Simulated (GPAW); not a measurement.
Runs of GPAW 26.7.0 on BN. It takes space group P6_3/mmc (No. 194, hexagonal). Conventional cell: a = 2.498 Å, b = 2.498 Å, c = 6.636 Å, α = 90.00°, β = 90.00°, γ = 120.00°. N (site symmetry -6m2) is surrounded by 3 B at 1.44 Å. Around B (site symmetry -6m2) lie 3 N at 1.44 Å. 

```csv
task,level,potentials or basis,cell,band path,band points,optimizer,fmax,max steps,gap on the mesh (eV),pressure (GPa)
band structure,PBEint,"PAW data sets generated in the run's folder for this functional, pw",as given,"GMKGALHA,LM,KH",60,-,-,-,4.38,(b)
relaxation of cell and atoms,RPBE+D3,"the program's PAW data sets (release 1.2.1) made for this functional, pw",relaxed,-,-,LBFGS,0.05 eV/Å,100,4.49,-0.7
band structure,r2SCAN,"GPAW PAW data sets (gpaw-data 1.2.1), pw",as given,"GMKGALHA,LM,KH",100,-,-,-,5.02,(a)
band structure,LDA,"the program's PAW data sets (release 1.2.1) made for this functional, pw",as given,"GMKGALHA,LM,KH",80,-,-,-,4.25,-3.7
```

Alike in all rows: no spin polarisation; k mesh 9 × 9 × 3; cutoff (eV) 800; smearing fermi-dirac 0.05 eV.

Task: Fill in the values left out.

Result: (a) 0.2; (b) 3.5.

Caveats: the mesh misses the band edges, which the band path finds closer together (some runs); later steps reuse the first step's grids (some runs); an odd mesh through Γ misses points on the zone boundary, where band edges often lie (some runs); the PAW data sets were made with another functional, which shifts forces and pressure a little (some runs).

Runs at the PBE level aren't shown here.
